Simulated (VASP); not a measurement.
# SnSe2 (P-3m1) in VASP: further runs

One crystal, SnSe2, is run at these levels: PBEsol, r2SCAN, TB-mBJ; tasks: band structure.

All numbers are computed with VASP 6.6.1; they aren't measurements. Logs are shortened: lines on timing, memory, paths and dates and some standing lists are left out, and cuts for length are marked.

### 1 The crystal as given

The structure is trigonal, space group P-3m1 (No. 164). Conventional cell: a = 3.819 Å, b = 3.819 Å, c = 6.153 Å, α = 90.00°, β = 90.00°, γ = 120.00°. Around Sn (site symmetry -3m) lie 6 Se at 2.72 Å. Se (site symmetry 3m) has 3 Sn at 2.72 Å as nearest neighbours.

The cell is a database's computed one.

### 2 Band structure, PBEsol

File INCAR:

```
PREC = Accurate
ENCUT = 520
EDIFF = 1E-7
ISMEAR = 0
SIGMA = 0.02
LREAL = F
LASPH = T
NELM = 60
ALGO = Normal
ISIF = 2
LWAVE = F
LCHARG = F
GGA = PS
NBANDS = 20
```

File KPOINTS:

```
Automatic mesh
0
Gamma
  9 9 4
```

File POSCAR:

```
SnSe2
1.0
    3.8192700000      0.0000000000      0.0000000000
   -1.9096300000      3.3075800000      0.0000000000
    0.0000000000      0.0000000000      6.1533200000
Sn Se
1 2
Direct
    0.0000000000      0.0000000000      0.0000000000
    0.6666700000      0.3333300000      0.7418900000
    0.3333300000      0.6666700000      0.2581100000
```

File KPOINTS_OPT:

```
path GMKGALHA,LM,KH
20
line-mode
reciprocal
 0.0000000000  0.0000000000  0.0000000000  G
 0.5000000000  0.0000000000  0.0000000000  M

 0.5000000000  0.0000000000  0.0000000000  M
 0.3333333333  0.3333333333  0.0000000000  K

 0.3333333333  0.3333333333  0.0000000000  K
 0.0000000000  0.0000000000  0.0000000000  G

 0.0000000000  0.0000000000  0.0000000000  G
 0.0000000000  0.0000000000  0.5000000000  A

 0.0000000000  0.0000000000  0.5000000000  A
 0.5000000000  0.0000000000  0.5000000000  L

 0.5000000000  0.0000000000  0.5000000000  L
 0.3333333333  0.3333333333  0.5000000000  H

 0.3333333333  0.3333333333  0.5000000000  H
 0.0000000000  0.0000000000  0.5000000000  A

 0.5000000000  0.0000000000  0.5000000000  L
 0.5000000000  0.0000000000  0.0000000000  M

 0.3333333333  0.3333333333  0.0000000000  K
 0.3333333333  0.3333333333  0.5000000000  H
```

Potentials or basis: VASP PAW PBE potentials, release 64 (Sn_d, Se).

On the command line:

```sh
cat potpaw_PBE.64/Sn_d/POTCAR potpaw_PBE.64/Se/POTCAR > POTCAR
mpirun -np 1 vasp_std > vasp.out
```

OUTCAR:

```text
PREC = Accurate
   ENCUT = 520
   EDIFF = 1E-7
   ISMEAR = 0
   LREAL = F
   LASPH = T
   NELM = 60
   ISIF = 2
   GGA = PS

 ion  position               nearest neighbor table
   1  0.000  0.000  0.000-   2 2.72   3 2.72   3 2.72   2 2.72   2 2.72   3 2.72
   2  0.667  0.333  0.742-   1 2.72   1 2.72   1 2.72
   3  0.333  0.667  0.258-   1 2.72   1 2.72   1 2.72

  LATTYP: Found a hexagonal cell.
 ALAT       =     3.8192700000
 C/A-ratio  =     1.6111246390

  Lattice vectors:

 A1 = (   3.8192700000,   0.0000000000,   0.0000000000)
 A2 = (  -1.9096300000,   3.3075800000,   0.0000000000)
 A3 = (   0.0000000000,   0.0000000000,   6.1533200000)

Analysis of symmetry for initial positions (statically):
=====================================================================
 Subroutine PRICEL returns:
 Original cell was already a primitive cell.

 Routine SETGRP: Setting up the symmetry group for a
 hexagonal supercell.

 Subroutine GETGRP returns: Found  4 space group operations
 (whereof  4 operations were pure point group operations)
 out of a pool of 24 trial point group operations.

The static configuration has the point symmetry C_2h.

Analysis of symmetry for dynamics (positions and initial velocities):
=====================================================================
 Subroutine PRICEL returns:
 Original cell was already a primitive cell.

 Routine SETGRP: Setting up the symmetry group for a
 hexagonal supercell.

 Subroutine GETGRP returns: Found  4 space group operations
 (whereof  4 operations were pure point group operations)
 out of a pool of 24 trial point group operations.

The dynamic configuration has the point symmetry C_2h.

 Subroutine INISYM returns: Found  4 space group operations
 (whereof  4 operations are pure point group operations),
 and found     1 'primitive' translations

----------------------------------------------------------------------------------------

                                     Primitive cell

  volume of cell :      77.7321

  direct lattice vectors                    reciprocal lattice vectors
     3.819270000  0.000000000  0.000000000     0.261830140  0.151167528  0.000000000
    -1.909630000  3.307580000  0.000000000     0.000000000  0.302335847  0.000000000
     0.000000000  0.000000000  6.153320000     0.000000000  0.000000000  0.162513895

  length of vectors
     3.819270000  3.819263305  6.153320000     0.302335317  0.302335847  0.162513895

  position of ions in fractional coordinates (direct lattice)
     0.000000000  0.000000000  0.000000000
     0.666670000  0.333330000  0.741890000
     0.333330000  0.666670000  0.258110000

  ion indices of the primitive-cell ions
   primitive index   ion index
                 1           1
                 2           2
                 3           3

----------------------------------------------------------------------------------------

 KPOINTS: Automatic mesh

Automatic generation of k-mesh.
 Grid dimensions read from file:
 generate k-points for:    9    9    4

 Generating k-lattice:

  Cartesian coordinates                     Fractional coordinates (reciprocal lattice)
     0.029092238  0.016796392  0.000000000     0.111111111  0.000000000  0.000000000
     0.000000000  0.033592872  0.000000000     0.000000000  0.111111111  0.000000000
     0.000000000  0.000000000  0.040628474     0.000000000  0.000000000  0.250000000

  Length of vectors
     0.033592813  0.033592872  0.040628474

  Shift w.r.t. Gamma in fractional coordinates (k-lattice)
     0.000000000  0.000000000  0.000000000

 Subroutine IBZKPT returns following result:
 ===========================================

 Found     95 irreducible k-points:

 Following reciprocal coordinates:
            Coordinates               Weight
  0.000000  0.000000  0.000000      1.000000
  0.111111  0.000000  0.000000      4.000000
 -0.111111  0.111111  0.000000      2.000000
  0.222222  0.000000  0.000000      4.000000
 -0.222222  0.222222  0.000000      2.000000
  0.333333  0.000000  0.000000      4.000000
[... 16 lines left out ...]
 -0.222222 -0.444444  0.000000      4.000000
  0.444444  0.333333  0.000000      4.000000
 [... further k-points ...]
   k-points           NKPTS =     95   k-points in BZ     NKDIM =     95   number of bands    NBANDS=     20
   number of dos      NEDOS =    301   number of ions     NIONS =      3
   total plane-waves  NPLWV =  37632
   dimension x,y,z NGX =    28 NGY =   28 NGZ =   48
   dimension x,y,z NGXF=    56 NGYF=   56 NGZF=   96
   ions per type =               1   2
   NGX,Y,Z   is equivalent  to a cutoff of  12.19, 12.19, 12.97 a.u.
   NGXF,Y,Z  is equivalent  to a cutoff of  24.38, 24.38, 25.94 a.u.
 SYSTEM =  unknown system
   PREC   = accura    normal or accurate (medium, high low for compatibility)
   ISTART =      0    job   : 0-new  1-cont  2-samecut
   ICHARG =      2    charge: 1-file 2-atom 10-const
   ISPIN  =      1    spin polarized calculation?
[... 42 lines left out ...]

 number of electron      26.0000006 magnetization

 Free energy of the ion-electron system (eV)
  ---------------------------------------------------
  ext. energy  EPLUGINS =         0.00000000
  ---------------------------------------------------
  free energy    TOTEN  =       -12.98322971 eV

  energy without entropy =      -12.98322971  energy(sigma->0) =      -12.98322971

 E-fermi :   4.1780     XC(G=0):  -9.6523

 val. band max:        4.0234403481   @ k =  -0.1111   0.2222   0.0000
 cond. band min:       4.6221383937   @ k =   0.0000   0.4444   0.2500
 fundamental gap:      0.5986980457
 Fermi energy:         4.1780341219

 k-point     1 :       0.0000    0.0000    0.0000
  band No.  band energies     occupation
      1     -17.1372      2.00000
      2     -17.1371      2.00000
      3     -17.0998      2.00000
      4     -17.0875      2.00000
      5     -17.0875      2.00000
      6      -9.8315      2.00000
[... 12 lines left out ...]
     19      12.9707      0.00000
     20      12.9708      0.00000

 k-point     2 :       0.1111    0.0000    0.0000
  band No.  band energies     occupation
      1     -17.1422      2.00000
      2     -17.1326      2.00000
      3     -17.0966      2.00000
      4     -17.0905      2.00000
      5     -17.0871      2.00000
      6      -9.7111      2.00000
[... 12 lines left out ...]
     19      12.2538      0.00000
     20      13.0893      0.00000

 k-point     3 :      -0.1111    0.1111    0.0000
  band No.  band energies     occupation
      1     -17.1422      2.00000
      2     -17.1326      2.00000
      3     -17.0966      2.00000
      4     -17.0905      2.00000
      5     -17.0871      2.00000
      6      -9.7111      2.00000
[... 12 lines left out ...]
     19      12.2538      0.00000
     20      13.0894      0.00000

 k-point     4 :       0.2222    0.0000    0.0000
  band No.  band energies     occupation
      1     -17.1569      2.00000
      2     -17.1229      2.00000
      3     -17.0992      2.00000
      4     -17.0854      2.00000
      5     -17.0840      2.00000
      6      -9.3646      2.00000
[... 12 lines left out ...]
     19      12.0283      0.00000
     20      13.4571      0.00000

 k-point     5 :      -0.2222    0.2222    0.0000
  band No.  band energies     occupation
      1     -17.1569      2.00000
      2     -17.1229      2.00000
      3     -17.0992      2.00000
      4     -17.0854      2.00000
      5     -17.0840      2.00000
      6      -9.3646      2.00000
[... 12 lines left out ...]
     19      12.0283      0.00000
     20      13.4578      0.00000
[... 353 lines left out ...]
      6      -8.5761      2.00000
[... 12 lines left out ...]
     19      10.9917      0.00000
     20      13.9602      0.00000

 k-point    22 :       0.3333    0.2222    0.0000
  band No.  band energies     occupation
      1     -17.1693      2.00000
      2     -17.1342      2.00000
      3     -17.0984      2.00000
      4     -17.0795      2.00000
      5     -17.0661      2.00000
      6      -8.1156      2.00000
[... 12 lines left out ...]
     19      12.3315      0.00000
     20      13.7197      0.00000

 k-point    23 :      -0.2222   -0.4444    0.0000
  band No.  band energies     occupation
      1     -17.1693      2.00000
      2     -17.1342      2.00000
      3     -17.0984      2.00000
      4     -17.0795      2.00000
      5     -17.0662      2.00000
      6      -8.1156      2.00000
[... 12 lines left out ...]
     19      12.3315      0.00000
     20      13.7197      0.00000

 k-point    24 :       0.4444    0.3333    0.0000
  band No.  band energies     occupation
      1     -17.1693      2.00000
      2     -17.1342      2.00000
      3     -17.0984      2.00000
      4     -17.0795      2.00000
      5     -17.0661      2.00000
      6      -8.1156      2.00000
[... 12 lines left out ...]
     19      12.3315      0.00000
     20      13.7196      0.00000

 [... further k-points ...]

------------------------ aborting loop because EDIFF is reached ----------------------------------------

  FORCE on cell =-STRESS in cart. coord.  units (eV):
  Direction    XX          YY          ZZ          XY          YZ          ZX
  --------------------------------------------------------------------------------------
  -------------------------------------------------------------------------------------
  Total        0.0013694      0.0013195     -0.0115768     -0.0000432     -0.0001136      0.0001969
  in kB        0.0282257      0.0271976     -0.2386157     -0.0008902     -0.0023420      0.0040582
  external PRESSURE =      -0.0610642 kB  Pullay stress =       0.0000000 kB

 VOLUME and BASIS-vectors are now :
 -----------------------------------------------------------------------------
  energy-cutoff  :      520.00
  volume of cell :       77.73
      direct lattice vectors                 reciprocal lattice vectors
     3.819270000  0.000000000  0.000000000     0.261830140  0.151167528  0.000000000
    -1.909630000  3.307580000  0.000000000     0.000000000  0.302335847  0.000000000
     0.000000000  0.000000000  6.153320000     0.000000000  0.000000000  0.162513895

 POSITION                                       TOTAL-FORCE (eV/Angst)
 -----------------------------------------------------------------------------------
      0.00000      0.00000      0.00000        -0.000000      0.000000      0.000000
      1.90966      1.10252      4.56509        -0.000079      0.000046     -0.001857
     -0.00002      2.20506      1.58823         0.000079     -0.000046      0.001857
 -----------------------------------------------------------------------------------
    total drift:                                0.000000     -0.000000      0.000000

  FREE ENERGIE OF THE ION-ELECTRON SYSTEM (eV)
  ---------------------------------------------------
  free  energy   TOTEN  =       -12.9832297069 eV

  energy  without entropy=      -12.9832297069  energy(sigma->0) =      -12.98322971
```

Run time: 2.3 min. Hardware: 1 thread of AMD EPYC 9R45 (Zen 5), shared host; peak memory 0.32 GiB.

Results:

| Item | Value |
| --- | --- |
| Free energy | -12.9832 eV |
| Pressure | 0.0 GPa |
| Band gap on the k mesh | 0.60 eV, indirect (least direct gap 0.98 eV) |
| Band gap along the path | 0.51 eV, indirect (least direct gap 0.98 eV) |

Levels at the corners of the path, in eV from the valence-band top:
| point | band 9 | band 10 | band 11 | band 12 | band 13 | band 14 | band 15 | band 16 | band 17 | band 18 |
| --- | --- | --- | --- | --- | --- | --- | --- | --- | --- | --- |
| Γ | -0.60 | -0.60 | -0.36 | -0.36 | -0.14 | 0.84 | 2.94 | 4.56 | 4.56 | 7.96 |
| M | -4.40 | -3.07 | -2.54 | -1.47 | -0.30 | 1.10 | 3.56 | 5.11 | 5.11 | 6.77 |
| M | -4.40 | -3.07 | -2.54 | -1.47 | -0.30 | 1.10 | 3.56 | 5.11 | 5.11 | 6.77 |
| K | -3.62 | -3.62 | -3.30 | -1.74 | -1.74 | 0.99 | 6.21 | 6.21 | 6.97 | 7.41 |
| K | -3.62 | -3.62 | -3.30 | -1.74 | -1.74 | 0.99 | 6.21 | 6.21 | 6.97 | 7.41 |
| Γ | -0.60 | -0.60 | -0.36 | -0.36 | -0.14 | 0.84 | 2.94 | 4.56 | 4.56 | 7.96 |
| Γ | -0.60 | -0.60 | -0.36 | -0.36 | -0.14 | 0.84 | 2.94 | 4.56 | 4.56 | 7.96 |
| A | -2.30 | -0.72 | -0.72 | -0.17 | -0.17 | 2.42 | 2.83 | 4.26 | 4.26 | 7.60 |
| A | -2.30 | -0.72 | -0.72 | -0.17 | -0.17 | 2.42 | 2.83 | 4.26 | 4.26 | 7.60 |
| L | -4.93 | -2.33 | -2.06 | -0.95 | -0.78 | 0.61 | 3.94 | 4.55 | 5.65 | 6.03 |
| L | -4.93 | -2.33 | -2.06 | -0.95 | -0.78 | 0.61 | 3.94 | 4.55 | 5.65 | 6.03 |
| H | -4.21 | -4.21 | -3.75 | -0.43 | -0.43 | 2.24 | 4.27 | 4.27 | 5.81 | 8.12 |
| H | -4.21 | -4.21 | -3.75 | -0.43 | -0.43 | 2.24 | 4.27 | 4.27 | 5.81 | 8.12 |
| A | -2.30 | -0.72 | -0.72 | -0.17 | -0.17 | 2.42 | 2.83 | 4.26 | 4.26 | 7.60 |
| L | -4.93 | -2.33 | -2.06 | -0.95 | -0.78 | 0.61 | 3.94 | 4.55 | 5.65 | 6.03 |
| M | -4.40 | -3.07 | -2.54 | -1.47 | -0.30 | 1.10 | 3.56 | 5.11 | 5.11 | 6.77 |
| K | -3.62 | -3.62 | -3.30 | -1.74 | -1.74 | 0.99 | 6.21 | 6.21 | 6.97 | 7.41 |
| H | -4.21 | -4.21 | -3.75 | -0.43 | -0.43 | 2.24 | 4.27 | 4.27 | 5.81 | 8.12 |

Caveat: the PAW data sets were made with another functional, which shifts forces and pressure a little; spin-orbit coupling is left out, which moves the levels of the heavy elements; the mesh misses the band edges, which the band path finds closer together; this functional lacks dispersion, which binds the layers, so the pressure and a relaxed spacing across them are unreliable.

### 3 Band structure, r2SCAN

Changes to INCAR since step 2:

```diff
@@ -12,3 +12,4 @@
 LCHARG = F
-GGA = PS
+METAGGA = R2SCAN
+LMIXTAU = T
 NBANDS = 20
```

KPOINTS is that of step 2.

POSCAR is that of step 2.

KPOINTS_OPT is that of step 2.

Potentials or basis: VASP PAW PBE potentials, release 64 (Sn_d, Se).

On the command line:

```sh
cat potpaw_PBE.64/Sn_d/POTCAR potpaw_PBE.64/Se/POTCAR > POTCAR
mpirun -np 1 vasp_std > vasp.out
```

Wall time 12 min (1 thread of AMD EPYC 9R45 (Zen 5), shared host); peak memory 0.32 GiB.

Results (log left out):

* Free energy: -54.6136 eV
* Pressure: 0.9 GPa
* Largest force: 0.151 eV/Å
* Band gap on the k mesh: 0.95 eV, indirect (least direct gap 1.46 eV)
* Band gap along the path: 0.87 eV, indirect (least direct gap 1.49 eV)

Forces in eV/Å, atoms in the order of the input:
```
Sn   0.000  0.000  0.000
Se   0.000  0.000  0.151
Se   0.000  0.000 -0.151
```

Stress tensor (GPa, compression positive):
```
1.12 0.00 0.00
0.00 1.12 0.00
0.00 0.00 0.60
```

Levels at the corners of the path, in eV from the valence-band top:
| point | band 11 | band 12 | band 13 | band 14 | band 15 | band 16 |
| --- | --- | --- | --- | --- | --- | --- |
| Γ | -0.37 | -0.37 | -0.13 | 1.36 | 3.56 | 5.03 |
| M | -2.59 | -1.40 | -0.31 | 1.40 | 4.18 | 5.62 |
| M | -2.59 | -1.40 | -0.31 | 1.40 | 4.18 | 5.62 |
| K | -3.35 | -1.72 | -1.72 | 1.33 | 6.81 | 6.81 |
| K | -3.35 | -1.72 | -1.72 | 1.33 | 6.81 | 6.81 |
| Γ | -0.37 | -0.37 | -0.13 | 1.36 | 3.56 | 5.03 |
| Γ | -0.37 | -0.37 | -0.13 | 1.36 | 3.56 | 5.03 |
| A | -0.74 | -0.18 | -0.18 | 2.85 | 3.48 | 4.72 |
| A | -0.74 | -0.18 | -0.18 | 2.85 | 3.48 | 4.72 |
| L | -2.05 | -0.92 | -0.78 | 0.94 | 4.53 | 5.10 |
| L | -2.05 | -0.92 | -0.78 | 0.94 | 4.53 | 5.10 |
| H | -3.79 | -0.43 | -0.43 | 2.57 | 4.88 | 4.88 |
| H | -3.79 | -0.43 | -0.43 | 2.57 | 4.88 | 4.88 |
| A | -0.74 | -0.18 | -0.18 | 2.85 | 3.48 | 4.72 |
| L | -2.05 | -0.92 | -0.78 | 0.94 | 4.53 | 5.10 |
| M | -2.59 | -1.40 | -0.31 | 1.40 | 4.18 | 5.62 |
| K | -3.35 | -1.72 | -1.72 | 1.33 | 6.81 | 6.81 |
| H | -3.79 | -0.43 | -0.43 | 2.57 | 4.88 | 4.88 |

Caveat: the PAW data sets were made with another functional, which shifts forces and pressure a little; spin-orbit coupling is left out, which moves the levels of the heavy elements.

### 4 Band structure, TB-mBJ

POSCAR is that of step 3.

File INCAR.step1:

```
PREC = Accurate
ENCUT = 520
EDIFF = 1E-5
ISMEAR = 0
SIGMA = 0.02
LREAL = F
LASPH = T
NELM = 60
ALGO = Normal
ISIF = 2
LWAVE = T
LCHARG = F
NBANDS = 20
GGA = PE
```

File INCAR.step2:

```
PREC = Accurate
ENCUT = 520
EDIFF = 1E-7
ISMEAR = 0
SIGMA = 0.02
LREAL = F
LASPH = T
NELM = 60
ALGO = Normal
ISIF = 2
LWAVE = F
LCHARG = F
METAGGA = MBJ
NBANDS = 20
ISTART = 1
```

KPOINTS is that of step 3.

KPOINTS_OPT is that of step 3.

On the command line:

```sh
cat potpaw_PBE.64/Sn_d/POTCAR potpaw_PBE.64/Se/POTCAR > POTCAR
cp INCAR.step1 INCAR
mpirun -np 1 vasp_std > vasp.out
cp INCAR.step2 INCAR
mpirun -np 1 vasp_std > vasp.out
```

Wall time 5.5 min (1 thread of AMD EPYC 9R45 (Zen 5), shared host); peak memory 0.32 GiB.

It converged, with:

```yaml
Band_gap_on_the_k_mesh: 1.22 eV, indirect (least direct gap 1.68 eV)
Band_gap_along_the_path: 1.17 eV, indirect (least direct gap 1.73 eV)
```

Levels at the corners of the path, in eV from the valence-band top:
```csv
point,band 10,band 11,band 12,band 13,band 14,band 15,band 16,band 17
Γ,-0.60,-0.33,-0.33,-0.11,1.66,3.79,5.17,5.17
M,-2.81,-2.40,-1.18,-0.28,1.60,4.37,5.72,5.90
M,-2.81,-2.40,-1.18,-0.28,1.60,4.37,5.72,5.90
K,-3.30,-3.10,-1.53,-1.53,1.63,6.80,6.80,7.56
K,-3.30,-3.10,-1.53,-1.53,1.63,6.80,6.80,7.56
Γ,-0.60,-0.33,-0.33,-0.11,1.66,3.79,5.17,5.17
Γ,-0.60,-0.33,-0.33,-0.11,1.66,3.79,5.17,5.17
A,-0.71,-0.71,-0.16,-0.16,2.96,3.76,4.87,4.87
A,-0.71,-0.71,-0.16,-0.16,2.96,3.76,4.87,4.87
L,-2.20,-1.86,-0.82,-0.69,1.22,4.75,5.23,6.29
L,-2.20,-1.86,-0.82,-0.69,1.22,4.75,5.23,6.29
H,-3.87,-3.47,-0.38,-0.38,2.70,5.04,5.04,6.53
H,-3.87,-3.47,-0.38,-0.38,2.70,5.04,5.04,6.53
A,-0.71,-0.71,-0.16,-0.16,2.96,3.76,4.87,4.87
L,-2.20,-1.86,-0.82,-0.69,1.22,4.75,5.23,6.29
M,-2.81,-2.40,-1.18,-0.28,1.60,4.37,5.72,5.90
K,-3.30,-3.10,-1.53,-1.53,1.63,6.80,6.80,7.56
H,-3.87,-3.47,-0.38,-0.38,2.70,5.04,5.04,6.53
```

Caveat: the PAW data sets were made with another functional, which shifts forces and pressure a little; spin-orbit coupling is left out, which moves the levels of the heavy elements.

### 5 Overview

```csv
level,gap on the mesh (eV),pressure (GPa)
PBEsol,0.60,0.0
r2SCAN,0.95,0.9
TB-mBJ,1.22,-
```

Alike in all rows: task band structure; potentials or basis VASP PAW PBE potentials, release 64 (Sn_d, Se); no spin polarisation; cell as given; k mesh 9 × 9 × 4; cutoff (eV) 520; smearing gaussian 0.02 eV.

On the cell as given the gap runs from 0.51 eV (PBEsol) to 1.17 eV (TB-mBJ).

Caveats: the PAW data sets were made with another functional, which shifts forces and pressure a little; spin-orbit coupling is left out, which moves the levels of the heavy elements; the mesh misses the band edges, which the band path finds closer together (some runs); this functional lacks dispersion, which binds the layers, so the pressure and a relaxed spacing across them are unreliable (some runs).

Total energies depend on the potentials used, so only differences within one code and one set of settings carry meaning.
